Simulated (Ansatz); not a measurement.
**MgO: where the heat goes in a short trajectory**

Computed with Ansatz 0.2.0, DFT PBEsol, scalar-relativistic, plane waves, PAW. The runs took a 420 eV cutoff, a shifted (0.5, 0.5, 0.5 steps) 2×2×2 mesh and Fermi–Dirac smearing (0.026 eV). The mesh is coarse. No spin polarisation.

16 atoms start on the lattice sites below (V = 189.7 Å³, 1.00 times the source cell's; static pressure 0.02 GPa, largest force component 0.01 eV/Å) with velocities drawn for 300 K; Langevin thermostat aiming at the same temperature, fixed cell, 300 steps of 2 fs.

```yaml
crystal:
  lattice:
    - [-1.65141, 2.86033, -5.02032]
    - [-1.65141, 2.86033, 5.02032]
    - [6.60565, 0.00000, 0.00000]
  atoms:
    - { symbol: Mg, position: [0.33148, 0.33519, 0.16667] }
    - { symbol: Mg, position: [0.83148, 0.83519, 0.16667] }
    - { symbol: Mg, position: [0.33148, 0.33519, 0.66667] }
    - { symbol: Mg, position: [0.83148, 0.83519, 0.66667] }
    - { symbol: Mg, position: [0.91481, 0.41852, 0.33333] }
    - { symbol: Mg, position: [0.41481, 0.91852, 0.33333] }
    - { symbol: Mg, position: [0.91481, 0.41852, 0.83333] }
    - { symbol: Mg, position: [0.41481, 0.91852, 0.83333] }
    - { symbol: O, position: [0.13289, 0.53378, 0.16667] }
    - { symbol: O, position: [0.63289, 0.03378, 0.16667] }
    - { symbol: O, position: [0.13289, 0.53378, 0.66667] }
    - { symbol: O, position: [0.63289, 0.03378, 0.66667] }
    - { symbol: O, position: [0.71622, 0.61711, 0.33333] }
    - { symbol: O, position: [0.21622, 0.11711, 0.33333] }
    - { symbol: O, position: [0.71622, 0.61711, 0.83333] }
    - { symbol: O, position: [0.21622, 0.11711, 0.83333] }
```

```csv
t (fs),T (K),kinetic energy (meV/atom),potential energy over the first frame (meV/atom),P with the kinetic part (GPa)
0.0,281,36.4,0.0,0.35
42.0,226,29.3,31.5,0.69
84.0,189,24.5,32.7,0.84
126.0,285,36.8,30.5,0.89
168.0,257,33.2,40.2,0.68
210.0,283,36.6,39.7,0.96
252.0,257,33.2,30.4,0.48
294.0,326,42.2,30.2,0.79
336.0,342,44.2,37.3,0.81
378.0,233,30.1,31.5,0.82
420.0,381,49.2,32.0,1.18
462.0,396,51.2,56.8,1.66
504.0,240,31.1,50.3,1.04
546.0,341,44.0,43.9,1.21
588.0,284,36.8,29.7,0.83
```

T counts 3N degrees of freedom. Means over every step of the second half, not only the rows shown: T = 325 K, kinetic energy 42.0 meV/atom, potential energy 41.0 meV/atom, P = 1.11 GPa.

Problem. Does the potential energy follow equipartition for harmonic vibrations?

Solution. In a harmonic crystal each vibration holds as much potential as kinetic energy on average; T is counted on all 3N degrees of freedom here, and the thermostat also drives the centre of mass, which has no potential energy, so the share is (N − 1)/N of the kinetic energy, 39.3 meV/atom. The run has 41.0, a ratio of 1.04. That is near one, as for a crystal vibrating about its sites. So short a run gives a rough mean.

Problem. Split the rise of pressure into the kinetic part and the rest. Can a thermal Grüneisen parameter be estimated?

Solution. The program counts the kinetic part as N k_B T/V = 0.38 GPa. The pressure lies 1.09 GPa over the static one in all, so the forces add 0.72 GPa. For a harmonic mode with ω ∝ V^(−γ) and an amplitude that scales with the cell, the forces add (2γ − 2/3)U/V, which needs no equipartition; when U equals the kinetic energy K, this and the kinetic part 2K/(3V) sum to the Mie–Grüneisen γE_th/V. With U = N × 41.0 meV, γ = 1/3 + V ΔP_forces/(2U) = 0.98, for harmonic vibrations a mean over the modes weighted by their potential energy, for uniform scaling of the cell (in a layered or otherwise anisotropic crystal this differs from γ under hydrostatic pressure). Most solids fall between 1 and 3, and tetrahedral, framework and layered ones often lower; anharmonic motion and pressure swings in a cell of 16 atoms make this value uncertain by tenths or more.

Cost: 1 run of about 34 core-minutes (earlier runs that led there not counted), on Intel Xeon Processor @ 2.70GHz (shared hosts).

The starting sites form the four-coordinate wurtzite polymorph of MgO, not the rocksalt ground state, so the Grüneisen estimate of 0.98 should not be read as a value for ordinary periclase. A modest value is plausible for such an open network. Stretching the Mg–O bonds softens their vibrations and gives a positive thermal pressure, while transverse, bond-bending motions can stiffen on expansion and offset part of it. This cancellation is an inference, as the modes were not resolved.

Starting from undisplaced sites, the atoms quickly turn kinetic into potential energy. By 42.0 fs the two together already exceed the initial kinetic energy, so the thermostat must have supplied heat as well. The later near-equality of the two energies fits mainly harmonic motion, but it is a classical result: in real MgO the stiff optical vibrations are not fully excited near room temperature. Nor does survival of the network in a fixed cell show that it is stable against rocksalt, since that transformation needs a large change of shape and volume.
